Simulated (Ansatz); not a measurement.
## Moving the choice of potentials or basis in NaCl

Symmetry: Fm-3m, No. 225, cubic system. Conventional cell: a = 5.588 Å, b = 5.588 Å, c = 5.588 Å, α = 90.00°, β = 90.00°, γ = 90.00°. Cl (site symmetry m-3m) is surrounded by 6 Na at 2.79 Å. Na (site symmetry m-3m) is surrounded by 6 Cl at 2.79 Å.

The cell is a database's computed one, not the measured one.

Kept alike: task equation of state; functional PBEsol; k mesh 8 × 8 × 8; occupations fermi-dirac, width 0.05 eV; no spin polarisation. Program: Ansatz. Cutoffs run from 420 to 1440 eV. The mesh is that of the run's cell of 2 atoms. No spin-orbit coupling.

| choice of potentials or basis | volume (Å³/atom) | bulk modulus (GPa) |
| --- | --- | --- |
| Ansatz PAW | 21.976 | 25.9 |
| Ansatz PAW (files of its older set among them) | 21.980 | 25.8 |
| JTH PAW | 22.148 | 25.7 |
| PseudoDojo standard | 21.994 | 25.8 |
| PseudoDojo stringent | 21.994 | 25.8 |

Volume and modulus come from cells scaled at fixed shape and fractions.

**Question.** What does the choice of potentials or basis change here?

**Answer.** The volume runs from 21.976 (Ansatz PAW) to 22.148 Å³/atom (JTH PAW). The bulk modulus runs from 25.7 (JTH PAW) to 25.9 GPa (Ansatz PAW).
